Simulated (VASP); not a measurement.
# SnSe (Fm-3m) in VASP: further runs

The runs below take SnSe through single point, with LDA.

Program: VASP 6.6.1. These are calculated values, not measurements. Logs are shortened: lines on timing, memory, paths and dates and some standing lists are left out, and cuts for length are marked.

## (1) The crystal as given

Symmetry: Fm-3m, No. 225, cubic system. The conventional cell has a = 6.020 Å, b = 6.020 Å, c = 6.020 Å, α = 90.00°, β = 90.00°, γ = 90.00°. Around Sn (site symmetry m-3m) lie 6 Se at 3.01 Å. Around Se (site symmetry m-3m) lie 6 Sn at 3.01 Å.

Measurements of this composition are mostly on another form, of space group No. 62.

## (2) Single point, LDA, spin-orbit coupling, no magnetisation

INCAR reads:

```
SYSTEM = SnSe
PREC     = Accurate       ! precision mode
ENCUT    = 280            ! plane-wave cutoff, eV
EDIFF    = 1E-7           ! SCF threshold, eV
ISMEAR   = 0              ! smearing method
SIGMA    = 0.02           ! smearing width, eV
LREAL    = .FALSE.        ! projectors in reciprocal space
LASPH    = .TRUE.         ! aspherical terms in the spheres
NELM     = 100            ! most SCF steps
ALGO     = Normal         ! electronic algorithm
ISIF     = 2              ! what is computed and relaxed
LWAVE    = .FALSE.        ! write WAVECAR
LCHARG   = .FALSE.        ! write CHGCAR
MAGMOM   = 0 0 0 0 0 0    ! initial moments
LORBIT   = 11             ! projections on sites
LSORBIT  = .TRUE.         ! spin-orbit coupling
GGA_COMPAT= .FALSE.      
NBANDS   = 36             ! bands
```

KPOINTS reads:

```
regular mesh
0
G
  4 4 4
  0 0 0
```

POSCAR reads:

```
SnSe
1.0
    0.0000000000      3.0100000000      3.0100000000
    3.0100000000      0.0000000000      3.0100000000
    3.0100000000      3.0100000000      0.0000000000
Sn Se
1 1
Direct
    0.0000000000      0.0000000000      0.0000000000
    0.5000000000      0.5000000000      0.5000000000
```

Potentials or basis: VASP PAW LDA potentials, release 64 (Sn_d, Se).

Command:

```console
> cat potpaw_LDA.64/Sn_d/POTCAR potpaw_LDA.64/Se/POTCAR > POTCAR
> mpirun -np 1 vasp_ncl > vasp.out
```

OUTCAR:

```text
SYSTEM = SnSe
   PREC = Accurate
   ENCUT = 280
   EDIFF = 1E-7
   ISMEAR = 0
   LREAL = .FALSE.
   LASPH = .TRUE.
   NELM = 100
   ISIF = 2
   LORBIT = 11
   LSORBIT = .TRUE.

 Found      8 irreducible k-points:

 Following reciprocal coordinates:
            Coordinates               Weight
  0.000000  0.000000  0.000000      1.000000
  0.250000  0.000000  0.000000      8.000000
  0.500000  0.000000  0.000000      4.000000
  0.250000  0.250000  0.000000      6.000000
  0.500000  0.250000  0.000000     24.000000
 -0.250000  0.250000  0.000000     12.000000
   k-points           NKPTS =      8   k-points in BZ     NKDIM =      8   number of bands    NBANDS=     36
   number of dos      NEDOS =    301   number of ions     NIONS =      2
   total plane-waves  NPLWV =  13824
   dimension x,y,z NGX =    24 NGY =   24 NGZ =   24
   dimension x,y,z NGXF=    48 NGYF=   48 NGZF=   48
   ions per type =               1   1
   NGX,Y,Z   is equivalent  to a cutoff of   9.37,  9.37,  9.37 a.u.
   NGXF,Y,Z  is equivalent  to a cutoff of  18.75, 18.75, 18.75 a.u.
 SYSTEM =  SnSe
   PREC   = accura    normal or accurate (medium, high low for compatibility)
   ISTART =      0    job   : 0-new  1-cont  2-samecut
   ICHARG =      2    charge: 1-file 2-atom 10-const
   ISPIN  =      1    spin polarized calculation?
   LNONCOLLINEAR =      T non collinear calculations
   LSORBIT =      T    spin-orbit coupling
   LASPH  =      T    aspherical Exc in radial PAW
   ENCUT  =  280.0 eV  20.58 Ry    4.54 a.u.   5.81  5.81  5.81*2*pi/ulx,y,z
   NELM   =    100;   NELMIN=  2; NELMDL= -5     # of ELM steps
   EDIFF  = 0.1E-06   stopping-criterion for ELM
   LREAL  =      F    real-space projection
   EDIFFG = 0.1E-05   stopping-criterion for IOM
   NSW    =      0    number of steps for IOM
   IBRION =     -1    ionic relax: 0-MD 1-quasi-New 2-CG
   NFREE  =      0    steps in history (QN), initial steepest desc. (CG)
   ISIF   =      2    stress and relaxation
   ISYM   =      2    0-nonsym 1-usesym 2-fastsym
   POTIM  = 0.5000    time-step for ionic-motion
   TEBEG  =    0.0;   TEEND  =   0.0 temperature during run
   PSTRESS=    0.0 pullay stress
   NELECT =      20.0000    total number of electrons
   NUPDOWN=      -1.0000    fix difference up-down
   EMIN   =  10.00;   EMAX   =-10.00  energy-range for DOS
   EFERMI =   0.00;   METHOD = LEGACY
   ISMEAR =     0;   SIGMA  =   0.02  broadening in eV -4-tet -1-fermi 0-gaus
   EFERMI_NEDOS =   21; number of points for ismear=-14 and -15
   IALGO  =     38    algorithm
   IMIX   =      4    mixing-type and parameters
     AMIX     =   0.40;   BMIX     =  1.00
     AMIX_MAG =   1.60;   BMIX_MAG =  1.00
  volume/ion in A,a.u.               =      27.27       184.03
  Fermi-wavevector in a.u.,A,eV,Ry     =   1.171768  2.214321 18.681350  1.373040
  Thomas-Fermi vector in A             =   2.308207
   LORBIT       =     11    0 simple, 1 ext, 2 COOP (PROOUT), +10 PAW based schemes
   GGA     = CA    functional components
   LHFCALC =     F    Hartree Fock is set to
   AEXX    =    0.0000 exact exchange contribution
   IVDW    =     0    specifies the selected vdW correction
   LEPSILON=     F    determine dielectric tensor
   LRPA    =     F    only Hartree local field effects (RPA)
 Gauss-broadening in eV      SIGMA  =   0.02
  energy-cutoff  :      280.00
  volume of cell :       54.54
 maximum number of plane-waves:      1208
   NGX = 11   NGY = 11   NGZ = 11

 number of electron      20.0000000 magnetization       0.0000000      0.0000000      0.0000000

 number of electron      20.0000010 magnetization      -0.0000000      0.0000000     -0.0000000

 number of electron      20.0000010 magnetization       0.0000000     -0.0000000      0.0000000

 number of electron      20.0000010 magnetization      -0.0000000     -0.0000000     -0.0000000

 Free energy of the ion-electron system (eV)
  ---------------------------------------------------
  ext. energy  EPLUGINS =         0.00000000
  ---------------------------------------------------
  free energy    TOTEN  =        -9.59612248 eV

  energy without entropy =       -9.59612248  energy(sigma->0) =       -9.59612248

 E-fermi :   5.3650     XC(G=0):  -9.8980

 val. band max:        5.2645885209   @ k =   0.5000   0.0000   0.0000
 cond. band min:       5.9198124942   @ k =   0.5000   0.0000   0.0000
 fundamental gap:      0.6552239733
 Fermi energy:         5.3649950542

 k-point     1 :       0.0000    0.0000    0.0000
  band No.  band energies     occupation
      1     -16.6871      1.00000
      2     -16.6871      1.00000
      3     -16.6871      1.00000
      4     -16.6871      1.00000
      5     -15.6453      1.00000
      6     -15.6453      1.00000
[... 24 lines left out ...]
     31      11.3070      0.00000
     32      11.3070      0.00000

 k-point     2 :       0.2500    0.0000    0.0000
  band No.  band energies     occupation
      1     -16.6874      1.00000
      2     -16.6874      1.00000
      3     -16.6844      1.00000
      4     -16.6844      1.00000
      5     -15.6487      1.00000
      6     -15.6487      1.00000
[... 24 lines left out ...]
     31      12.6051      0.00000
     32      12.6051      0.00000

 k-point     3 :       0.5000    0.0000    0.0000
  band No.  band energies     occupation
      1     -16.6879      1.00000
      2     -16.6879      1.00000
      3     -16.6818      1.00000
      4     -16.6818      1.00000
      5     -15.6520      1.00000
      6     -15.6520      1.00000
[... 24 lines left out ...]
     31      15.6415      0.00000
     32      15.6415      0.00000

 k-point     4 :       0.2500    0.2500    0.0000
  band No.  band energies     occupation
      1     -16.6866      1.00000
      2     -16.6866      1.00000
      3     -16.6853      1.00000
      4     -16.6853      1.00000
      5     -15.6497      1.00000
      6     -15.6497      1.00000
[... 24 lines left out ...]
     31      14.4546      0.00000
     32      14.4546      0.00000

 k-point     5 :       0.5000    0.2500    0.0000
  band No.  band energies     occupation
      1     -16.6871      1.00000
      2     -16.6871      1.00000
      3     -16.6835      1.00000
      4     -16.6835      1.00000
      5     -15.6524      1.00000
      6     -15.6524      1.00000
[... 24 lines left out ...]
     31      16.0937      0.00000
     32      16.0937      0.00000

 k-point     6 :      -0.2500    0.2500    0.0000
  band No.  band energies     occupation
      1     -16.6870      1.00000
      2     -16.6870      1.00000
      3     -16.6834      1.00000
      4     -16.6834      1.00000
      5     -15.6499      1.00000
      6     -15.6499      1.00000
[... 24 lines left out ...]
     31      14.5752      0.00000
     32      14.5752      0.00000

 [... further k-points ...]

 [bands above 32 left out]

------------------------ aborting loop because EDIFF is reached ----------------------------------------

  FORCE on cell =-STRESS in cart. coord.  units (eV):
  Direction    XX          YY          ZZ          XY          YZ          ZX
  --------------------------------------------------------------------------------------
  -------------------------------------------------------------------------------------
  Total       -1.5945702     -1.5945702     -1.5945702      0.0000000      0.0000000     -0.0000000
  in kB      -46.8408483    -46.8408483    -46.8408483      0.0000000      0.0000000     -0.0000000
  external PRESSURE =     -46.8408483 kB  Pullay stress =       0.0000000 kB

 VOLUME and BASIS-vectors are now :
 -----------------------------------------------------------------------------
  energy-cutoff  :      280.00
  volume of cell :       54.54
      direct lattice vectors                 reciprocal lattice vectors
     0.000000000  3.010000000  3.010000000    -0.166112957  0.166112957  0.166112957
     3.010000000  0.000000000  3.010000000     0.166112957 -0.166112957  0.166112957
     3.010000000  3.010000000  0.000000000     0.166112957  0.166112957 -0.166112957

 POSITION                                       TOTAL-FORCE (eV/Angst)
 -----------------------------------------------------------------------------------
      0.00000      0.00000      0.00000         0.000000      0.000000     -0.000000
      3.01000      3.01000      3.01000         0.000000      0.000000      0.000000
 -----------------------------------------------------------------------------------
    total drift:                                0.000000     -0.000000     -0.000000

  FREE ENERGIE OF THE ION-ELECTRON SYSTEM (eV)
  ---------------------------------------------------
  free  energy   TOTEN  =        -9.5961224806 eV

  energy  without entropy=       -9.5961224806  energy(sigma->0) =       -9.59612248

 Spin-Orbit-Coupling matrix elements

 Ion:    1  E_soc:     -0.0979942
 l=   1
     0.0000000    -0.0101068    -0.0101068
    -0.0101068     0.0000000    -0.0101068
    -0.0101068    -0.0101068     0.0000000
 l=   2
     0.0000000    -0.0012447     0.0000000    -0.0012447    -0.0049809
    -0.0012447     0.0000000    -0.0037357    -0.0012447    -0.0012452
     0.0000000    -0.0037357     0.0000000    -0.0037357     0.0000000
    -0.0012447    -0.0012447    -0.0037357     0.0000000    -0.0012452
    -0.0049809    -0.0012452     0.0000000    -0.0012452     0.0000000
 l=   3
     0.0000000     0.0000000     0.0000000     0.0000000     0.0000000     0.0000000     0.0000000
     0.0000000     0.0000000     0.0000000     0.0000000     0.0000000     0.0000000     0.0000000
     0.0000000     0.0000000     0.0000000     0.0000000     0.0000000     0.0000000     0.0000000
     0.0000000     0.0000000     0.0000000     0.0000000     0.0000000     0.0000000     0.0000000
     0.0000000     0.0000000     0.0000000     0.0000000     0.0000000     0.0000000     0.0000000
     0.0000000     0.0000000     0.0000000     0.0000000     0.0000000     0.0000000     0.0000000
     0.0000000     0.0000000     0.0000000     0.0000000     0.0000000     0.0000000     0.0000000

 Ion:    2  E_soc:     -0.0440264
 l=   1
     0.0000000    -0.0073493    -0.0073493
    -0.0073493     0.0000000    -0.0073493
    -0.0073493    -0.0073493     0.0000000
 l=   2
     0.0000000    -0.0000032     0.0000000    -0.0000032     0.0000147
    -0.0000032     0.0000000     0.0000111    -0.0000032     0.0000037
     0.0000000     0.0000111     0.0000000     0.0000111     0.0000000
    -0.0000032    -0.0000032     0.0000111     0.0000000     0.0000037
     0.0000147     0.0000037     0.0000000     0.0000037     0.0000000
 l=   3
     0.0000000     0.0000000     0.0000000     0.0000000     0.0000000     0.0000000     0.0000000
     0.0000000     0.0000000     0.0000000     0.0000000     0.0000000     0.0000000     0.0000000
     0.0000000     0.0000000     0.0000000     0.0000000     0.0000000     0.0000000     0.0000000
     0.0000000     0.0000000     0.0000000     0.0000000     0.0000000     0.0000000     0.0000000
     0.0000000     0.0000000     0.0000000     0.0000000     0.0000000     0.0000000     0.0000000
     0.0000000     0.0000000     0.0000000     0.0000000     0.0000000     0.0000000     0.0000000
     0.0000000     0.0000000     0.0000000     0.0000000     0.0000000     0.0000000     0.0000000

 total charge

# of ion       s       p       d       tot
------------------------------------------
    1        1.364   0.709   9.977  12.050
    2        1.496   2.252   0.026   3.775
--------------------------------------------------
tot          2.860   2.961  10.003  15.824

 magnetization (x)

# of ion       s       p       d       tot
------------------------------------------
    1        0.000  -0.000   0.000   0.000
    2       -0.000   0.000   0.000  -0.000
--------------------------------------------------
tot          0.000  -0.000   0.000   0.000

 magnetization (y)

# of ion       s       p       d       tot
------------------------------------------
    1        0.000  -0.000   0.000   0.000
    2       -0.000  -0.000   0.000  -0.000
--------------------------------------------------
tot          0.000  -0.000   0.000   0.000

 magnetization (z)

# of ion       s       p       d       tot
------------------------------------------
    1        0.000  -0.000   0.000   0.000
    2       -0.000  -0.000   0.000  -0.000
--------------------------------------------------
tot          0.000  -0.000   0.000   0.000
```

It took 7.3 s on 1 thread of Intel Xeon Platinum 8488C (Sapphire Rapids), shared host; peak memory 0.17 GiB.

These settings aren't checked as converged: the numbers below hold their error.

Results:

| Item | Value |
| --- | --- |
| Free energy | -9.5961 eV |
| Pressure | -4.7 GPa |
| Valence electrons inside the program's atomic spheres | Sn 12.05; Se 3.77 |

Caveat: the k mesh is coarse (spacing up to 0.45 Å⁻¹), so the values aren't converged; the cutoff is under 1.25 times the usual one of these potentials, so pressure, stress and relaxed cells hold a basis-set (Pulay) error.

## (3) Single point, LDA, spin-orbit coupling, no magnetisation

Changes to INCAR since step 2:

```diff
@@ -2,3 +2,3 @@
 PREC     = Accurate       ! precision mode
-ENCUT    = 280            ! plane-wave cutoff, eV
+ENCUT    = 340            ! plane-wave cutoff, eV
 EDIFF    = 1E-7           ! SCF threshold, eV
```

KPOINTS is that of step 2.

POSCAR is that of step 2.

Potentials or basis: VASP PAW LDA potentials, release 64 (Sn_d, Se).

Command:

```console
> cat potpaw_LDA.64/Sn_d/POTCAR potpaw_LDA.64/Se/POTCAR > POTCAR
> mpirun -np 1 vasp_ncl > vasp.out
```

It took 14 s on 1 thread of Intel Xeon Platinum 8488C (Sapphire Rapids), shared host; peak memory 0.2 GiB.

These settings aren't checked as converged: the numbers below hold their error.

Results:

| Property | Result |
| --- | --- |
| Free energy | -9.5961 eV |
| Pressure | -4.8 GPa |
| Valence electrons inside the program's atomic spheres | Sn 12.05; Se 3.77 |

Caveat: the k mesh is coarse (spacing up to 0.45 Å⁻¹), so the values aren't converged.
